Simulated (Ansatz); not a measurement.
Crystal: MoS2.

```
CELL_PARAMETERS angstrom
1.58000 0.91221 6.15000
-1.58000 0.91221 6.15000
0.00000 -1.82443 6.15000
ATOMIC_POSITIONS crystal
Mo 0.00000 0.00000 0.00000
S 0.41700 0.41700 0.41700
S 0.25000 0.25000 0.25000
```

Measurements of this composition are mostly on another form, of space group No. 194.

Base run:

| Quantity | Value |
| --- | --- |
| Program | Ansatz 0.2.0 |
| Functional | PBEsol |
| Potentials or basis | Ansatz PAW |
| Cutoff | 420 eV (not typed: the program's choice for these potentials) |
| k mesh | 10 × 10 × 10 |
| Occupations | fermi-dirac, width 0.05 eV |
| Spin | no spin polarisation |
| Hubbard terms | Mo d U = 4 eV |

Its results: band gap on the k mesh 0.95 eV, indirect (least direct gap 1.78 eV); pressure 0.3 GPa; largest force 0.244 eV/Å.

**Question.** The run is repeated on the same cell with these changes: hubbard terms from Mo d U = 4 eV to Mo d U = 6 eV. What comes out?

**Answer.** Band gap on the k mesh 0.88 eV, indirect (least direct gap 1.57 eV); pressure 0.5 GPa; largest force 0.234 eV/Å.

Caveats: the PAW data sets come from PBE, with cores solved anew for the run's functional, which leaves a small shift of forces and pressure.

A k mesh can miss the band edges.
